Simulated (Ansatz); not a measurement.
SiO2: eigenvalues along the path

```yaml
crystal:
  lattice:
    - [-2.39779, 2.39779, 3.74400]
    - [2.39779, -2.39779, 3.74400]
    - [2.39779, 2.39779, -3.74400]
  atoms:
    - { symbol: Si, position: [0.00000, 0.00000, 0.00000] }
    - { symbol: Si, position: [0.75000, 0.25000, 0.50000] }
    - { symbol: O, position: [0.99838, 0.62500, 0.87338] }
    - { symbol: O, position: [0.37500, 0.24838, 0.37338] }
    - { symbol: O, position: [0.75162, 0.12500, 0.12662] }
    - { symbol: O, position: [0.87500, 0.00162, 0.62662] }
```

Atoms are numbered in the order listed.

The cell is COD entry 9006285, as deposited and not checked against the literature; nothing was relaxed. The listed cell was then made from it by scaling, straining or moving an atom.

These are results of DFT, PBE, all-electron LAPW, scalar-relativistic (Ansatz 0.2.0), not measurements.

The runs use a Γ-centred 7×7×7 k mesh, Fermi–Dirac smearing of 0.03 eV, basis error target 1 meV/atom, no spin polarisation.

Path points, in fractions of the reciprocal vectors: Γ (0.000, 0.000, 0.000), X (0.000, 0.000, 0.500), P (0.250, 0.250, 0.250), N (0.000, 0.500, 0.000), M (0.500, 0.500, -0.500), S (0.353, 0.647, -0.353), S0 (-0.353, 0.353, 0.353). Levels in eV from the valence-band top; bands 13 to 32, counted from the lowest band of the run. The gap is 5.93 eV, direct at Γ.

```
# k(1/Å) point b13 b14 b15 b16 b17 b18 b19 b20 b21 b22 b23 b24 b25 b26 b27 b28 b29 b30 b31 b32
0.000 Γ -18.97 -16.90 -16.90 -16.89 -8.70 -5.19 -5.19 -4.89 -2.41 -1.91 -1.31 -1.31 -1.26 -1.05 0.00 0.00 5.93 8.67 11.23 11.23
0.185 - -18.92 -16.96 -16.90 -16.89 -8.61 -5.30 -5.14 -4.82 -2.45 -1.87 -1.48 -1.31 -1.30 -0.95 -0.02 -0.02 6.17 8.82 10.68 11.14
0.371 - -18.80 -17.14 -16.92 -16.91 -8.35 -5.55 -5.00 -4.69 -2.55 -1.80 -1.77 -1.44 -1.27 -0.80 -0.06 -0.06 6.80 9.23 10.19 10.85
0.556 - -18.60 -17.41 -16.94 -16.93 -7.95 -5.92 -4.81 -4.57 -2.65 -2.12 -1.72 -1.64 -1.15 -0.67 -0.14 -0.12 7.66 9.75 9.88 10.46
0.741 - -18.34 -17.71 -16.95 -16.94 -7.45 -6.39 -4.63 -4.51 -2.68 -2.37 -1.80 -1.76 -0.93 -0.61 -0.21 -0.18 8.57 9.82 9.89 10.26
0.926 X -18.04 -18.04 -16.95 -16.95 -6.91 -6.91 -4.52 -4.52 -2.57 -2.57 -1.83 -1.83 -0.71 -0.71 -0.23 -0.23 9.35 9.35 10.02 10.02
1.010 - -18.04 -18.04 -16.95 -16.95 -6.91 -6.91 -4.53 -4.53 -2.57 -2.57 -1.81 -1.81 -0.71 -0.71 -0.23 -0.23 9.34 9.34 10.01 10.01
1.094 - -18.04 -18.04 -16.95 -16.95 -6.90 -6.90 -4.55 -4.55 -2.57 -2.57 -1.77 -1.77 -0.72 -0.72 -0.25 -0.25 9.31 9.31 9.98 9.98
1.178 - -18.04 -18.04 -16.95 -16.95 -6.90 -6.90 -4.58 -4.58 -2.56 -2.56 -1.72 -1.72 -0.74 -0.74 -0.27 -0.27 9.28 9.28 9.96 9.96
1.262 - -18.04 -18.04 -16.95 -16.95 -6.89 -6.89 -4.60 -4.60 -2.56 -2.56 -1.68 -1.68 -0.76 -0.76 -0.28 -0.28 9.25 9.25 9.94 9.94
1.346 P -18.04 -18.04 -16.95 -16.95 -6.89 -6.89 -4.61 -4.61 -2.56 -2.56 -1.66 -1.66 -0.76 -0.76 -0.29 -0.29 9.24 9.24 9.94 9.94
1.477 - -18.19 -17.88 -16.95 -16.95 -7.18 -6.58 -4.64 -4.61 -2.63 -2.48 -1.80 -1.49 -0.83 -0.77 -0.34 -0.21 9.01 9.40 9.84 10.02
1.608 - -18.32 -17.74 -16.95 -16.94 -7.43 -6.28 -4.69 -4.63 -2.67 -2.38 -1.89 -1.34 -0.98 -0.78 -0.33 -0.16 8.74 9.42 9.86 10.04
1.739 - -18.42 -17.63 -16.94 -16.93 -7.63 -6.01 -4.78 -4.66 -2.68 -2.29 -1.93 -1.25 -1.17 -0.75 -0.30 -0.15 8.47 9.32 9.96 10.02
1.870 - -18.49 -17.57 -16.92 -16.92 -7.75 -5.79 -4.87 -4.70 -2.67 -2.22 -1.92 -1.33 -1.22 -0.70 -0.27 -0.17 8.28 9.22 10.01 10.06
2.001 N -18.51 -17.55 -16.92 -16.92 -7.80 -5.70 -4.91 -4.71 -2.67 -2.19 -1.90 -1.40 -1.22 -0.67 -0.26 -0.18 8.22 9.19 10.01 10.10
2.157 - -18.58 -17.46 -16.92 -16.91 -7.91 -5.63 -4.96 -4.71 -2.59 -2.21 -1.87 -1.39 -1.23 -0.72 -0.21 -0.16 7.84 9.44 9.82 10.23
2.312 - -18.71 -17.28 -16.92 -16.90 -8.16 -5.47 -5.06 -4.73 -2.46 -2.11 -1.85 -1.36 -1.25 -0.81 -0.13 -0.11 7.18 9.43 9.83 10.51
2.468 - -18.84 -17.09 -16.91 -16.89 -8.43 -5.31 -5.14 -4.80 -2.43 -1.87 -1.78 -1.33 -1.26 -0.91 -0.06 -0.05 6.56 9.04 10.26 10.78
2.623 - -18.93 -16.95 -16.90 -16.89 -8.63 -5.21 -5.18 -4.86 -2.42 -1.90 -1.46 -1.31 -1.27 -0.99 -0.02 -0.01 6.10 8.77 10.76 11.06
2.779 Γ -18.97 -16.90 -16.90 -16.89 -8.70 -5.19 -5.19 -4.89 -2.41 -1.91 -1.31 -1.31 -1.26 -1.05 0.00 0.00 5.93 8.67 11.23 11.23
2.947 - -18.92 -16.96 -16.90 -16.90 -8.60 -5.14 -5.14 -4.97 -2.36 -1.94 -1.40 -1.35 -1.35 -1.01 -0.02 -0.02 6.14 8.75 10.78 10.78
3.115 - -18.81 -17.15 -16.91 -16.91 -8.30 -5.21 -5.01 -5.01 -2.23 -2.03 -1.69 -1.46 -1.46 -1.01 -0.06 -0.06 6.70 8.95 10.28 10.28
3.282 - -18.61 -17.42 -16.92 -16.92 -7.84 -5.60 -4.83 -4.83 -2.19 -1.97 -1.97 -1.63 -1.63 -1.09 -0.09 -0.09 7.48 9.18 9.91 9.91
3.450 - -18.36 -17.74 -16.93 -16.93 -7.29 -6.11 -4.67 -4.67 -2.26 -2.18 -1.80 -1.80 -1.73 -1.24 -0.10 -0.10 8.30 9.25 9.69 9.69
3.618 M -18.06 -18.06 -16.93 -16.93 -6.69 -6.69 -4.60 -4.60 -2.27 -2.27 -1.87 -1.87 -1.47 -1.47 -0.11 -0.11 8.96 8.96 9.62 9.62
3.695 - -18.07 -18.05 -16.93 -16.93 -6.71 -6.67 -4.61 -4.60 -2.33 -2.27 -1.90 -1.80 -1.47 -1.43 -0.12 -0.11 8.97 8.98 9.59 9.63
3.773 - -18.09 -18.03 -16.94 -16.93 -6.77 -6.63 -4.63 -4.58 -2.44 -2.24 -1.97 -1.64 -1.47 -1.35 -0.15 -0.11 8.98 9.06 9.53 9.67
3.850 - -18.13 -17.99 -16.94 -16.93 -6.87 -6.55 -4.67 -4.57 -2.55 -2.20 -2.04 -1.48 -1.47 -1.24 -0.20 -0.12 9.00 9.19 9.43 9.73
3.927 - -18.18 -17.93 -16.95 -16.92 -7.00 -6.44 -4.72 -4.54 -2.64 -2.14 -2.11 -1.49 -1.28 -1.13 -0.28 -0.12 9.00 9.32 9.36 9.82
4.005 S -18.24 -17.86 -16.96 -16.92 -7.15 -6.32 -4.77 -4.53 -2.71 -2.17 -2.07 -1.50 -1.12 -1.01 -0.38 -0.13 8.91 9.26 9.58 9.93
4.204 - -18.39 -17.68 -16.95 -16.91 -7.50 -6.00 -4.87 -4.57 -2.72 -2.20 -1.93 -1.57 -1.00 -0.79 -0.45 -0.14 8.56 9.22 9.78 10.18
4.403 - -18.50 -17.56 -16.93 -16.91 -7.76 -5.74 -4.92 -4.68 -2.68 -2.19 -1.89 -1.48 -1.15 -0.68 -0.31 -0.16 8.26 9.19 9.94 10.15
4.602 - -18.50 -17.56 -16.93 -16.91 -7.76 -5.74 -4.92 -4.68 -2.68 -2.19 -1.89 -1.48 -1.15 -0.68 -0.31 -0.16 8.26 9.19 9.94 10.15
4.802 - -18.39 -17.68 -16.95 -16.91 -7.50 -6.00 -4.87 -4.57 -2.72 -2.20 -1.93 -1.57 -1.00 -0.79 -0.45 -0.14 8.56 9.22 9.78 10.18
5.001 S0 -18.24 -17.86 -16.96 -16.92 -7.15 -6.32 -4.77 -4.53 -2.71 -2.17 -2.07 -1.50 -1.12 -1.01 -0.38 -0.13 8.91 9.26 9.58 9.93
5.186 - -18.42 -17.64 -16.96 -16.91 -7.56 -5.98 -4.93 -4.51 -2.75 -2.22 -1.89 -1.52 -0.90 -0.67 -0.63 -0.13 8.36 9.31 10.24 10.24
5.370 - -18.63 -17.39 -16.95 -16.90 -7.99 -5.66 -5.07 -4.55 -2.66 -2.11 -1.76 -1.52 -0.97 -0.83 -0.31 -0.11 7.59 9.50 9.99 10.90
5.555 - -18.80 -17.14 -16.93 -16.89 -8.36 -5.41 -5.17 -4.67 -2.54 -1.83 -1.78 -1.42 -1.18 -0.86 -0.11 -0.06 6.78 9.24 10.08 11.17
5.740 - -18.92 -16.97 -16.91 -16.89 -8.61 -5.24 -5.20 -4.81 -2.45 -1.87 -1.49 -1.32 -1.27 -0.96 -0.02 -0.02 6.16 8.82 10.64 11.22
5.925 Γ -18.97 -16.90 -16.90 -16.89 -8.70 -5.19 -5.19 -4.89 -2.41 -1.91 -1.31 -1.31 -1.26 -1.05 0.00 0.00 5.93 8.67 11.23 11.23
```
